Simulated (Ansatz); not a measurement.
Input and command of a calculation in Ansatz (plane waves; scalar-relativistic PAW potentials unless the input names others):

```yaml
crystal:
  lattice:
    - [0.0, 2.1854735217, 2.1854735217]
    - [2.1854735217, 0.0, 2.1854735217]
    - [2.1854735217, 2.1854735217, 0.0]
  atoms:
    - { symbol: Xx, position: [0.0, 0.0, 0.0] }
    - { symbol: C, position: [0.5, 0.5, 0.5] }
basis:
  ecutwfc: 500
kpoints:
  mp_grid: { grid: [16, 16, 16] }
hamiltonian:
  xc: r2scan
scf:
  occupations: { method: gaussian, width: 0.1 }
  max_iter: 100
output:
  forces: true
  eigenvalues: true
  stress: true
```

```bash
ansatz run input.yaml --threads 1 --pin off --max-ram 2560MiB --backend cpu --events-out ev --progress --plain --runs-dir out
```

**Question.** What is wrong with this input?

**Answer.** The program refuses it, because of an unknown element (crystal.atoms[0].symbol: "Ta" → "Xx"). With the sound run's settings it is accepted.

Abridged log:
```
Error: YAML parse error: error: line 7 column 17: `Xx` is not an element symbol (H … Og, case-exact)
 --> <input>:7:17
  |
5 |     - [2.1854735217, 2.1854735217, 0.0]
6 |   atoms:
7 |     - { symbol: Xx, position: [0.0, 0.0, 0.0] }
  |                 ^ `Xx` is not an element symbol (H … Og, case-exact)
8 |     - { symbol: C, position: [0.5, 0.5, 0.5] }
9 | basis:
  |
```